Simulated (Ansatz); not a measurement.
## A trial form of Zr₂B

Theory: DFT PBE, scalar-relativistic, plane waves, PAW in Ansatz 0.2.0. Cutoff 420 eV, Gaussian smearing, Γ-centred meshes. Cell and atoms relax first on a coarse mesh and then on a finer one. In between, the cell is made exact in the group found at 0.06 Å. In metals the finer mesh still leaves noise of several meV/atom or more. The steps can't lower the symmetry of their start. No spin polarisation in the relaxation; trial moments died out in a coarse test.

The guess for Zr₂B was made by a generator: close-packed layers stacked ABC (P-3m1, No. 164) (elements of the layers in order: B Zr Zr). Its size is a rough estimate.

```
Zr B
1.0
     3.09674    0.00000    0.00000
    -1.54837    2.68186    0.00000
     0.00000    0.00000    6.50744
Zr B
2 1
Direct
  0.33333 0.66667 0.28550
  0.66667 0.33333 0.71450
  0.00000 0.00000 0.00000
```

Formation energies are uncorrected and refer to the elements' standard structures at the same level.

Q: Describe the relaxed structure.

A: The symmetry stays P-3m1 (No. 164). The end has the anti-cadmium iodide type. The volume per atom grows by 4.9 %, from 18.0 to 18.9 Å³. The shortest distance goes from 2.58 Å (Zr–B) to 2.37 Å (Zr–B). The ratio c/a of the conventional cell changes by a factor of 0.77. The energy falls by about 0.46 eV/atom (the start's value is from the coarse mesh). Conventional cell: a = 3.428 Å, c = 5.571 Å. Around Zr lie 3 B at 2.37 Å and 12 Zr at 3.28–3.56 Å; around B lie 6 Zr at 2.37 Å.

```cif
data_structure
_symmetry_space_group_name_H-M 'P-3m1'
_symmetry_Int_Tables_number 164
_cell_length_a 3.4282
_cell_length_b 3.4282
_cell_length_c 5.5708
_cell_angle_alpha 90.000
_cell_angle_beta 90.000
_cell_angle_gamma 120.000
_cell_volume 56.70
loop_
_atom_site_label
_atom_site_type_symbol
_atom_site_symmetry_multiplicity
_atom_site_Wyckoff_symbol
_atom_site_fract_x
_atom_site_fract_y
_atom_site_fract_z
_atom_site_occupancy
Zr1 Zr 2 d 0.33333 0.66667 0.23490 1
B1 B 1 a 0.00000 0.00000 0.00000 1
```

Q: How does it come out in energy, and is it a metal?

A: The energy over the elements is −0.26 eV/atom and the gap on the 18×18×8 mesh of the 3-atom cell is 0 eV (a metal).

It lies below the elements, which doesn't yet make it stable against other compounds or structures.

The last run used Gaussian smearing of 0.10 eV. A structure relaxed within its symmetry needn't be a true minimum. In all, the 3 runs took 100 s on 1 thread of Intel(R) Xeon(R) Platinum 8259CL CPU @ 2.50GHz (Skylake/Cascade Lake), on a shared host.
